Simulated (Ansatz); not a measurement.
**Evanescent states of SrF2 (Fm-3m, fluorite, 3 atoms a cell, 16.2 Å³ an atom) along the normal of (001)**

Method: r2SCAN (plane waves, PAW; Ansatz, an electronic-structure program).

The gap is the functional's own, uncorrected, and κ follows it; spin-orbit coupling is left out. Mid-gap means the computed energy nearest the middle.

Energies count from the valence-band top; κ is the least over a 8×8 mesh across the current.

```tsv
E (eV)	κ (1/Å)	where
0.17	0.198	Γ
0.51	0.324	Γ
0.85	0.387	Γ
1.19	0.433	Γ
1.53	0.467	Γ
1.87	(withheld)	Γ
2.21	(withheld)	Γ
2.55	(withheld)	Γ
2.89	(withheld)	Γ
3.23	(withheld)	Γ
3.57	(withheld)	Γ
3.91	(withheld)	Γ
4.25	(withheld)	Γ
4.59	(withheld)	Γ
4.93	(withheld)	Γ
5.27	(withheld)	Γ
5.61	(withheld)	Γ
5.95	0.428	Γ
6.29	0.390	Γ
6.63	0.341	Γ
6.97	0.279	Γ
7.31	0.189	Γ
```

Question: What belongs in the gaps?

Answer: 
- 1.87, κ (1/Å): 0.494
- 2.21, κ (1/Å): 0.513
- 2.55, κ (1/Å): 0.528
- 2.89, κ (1/Å): 0.537
- 3.23, κ (1/Å): 0.542
- 3.57, κ (1/Å): 0.543
- 3.91, κ (1/Å): 0.540
- 4.25, κ (1/Å): 0.533
- 4.59, κ (1/Å): 0.522
- 4.93, κ (1/Å): 0.506
- 5.27, κ (1/Å): 0.486
- 5.61, κ (1/Å): 0.460
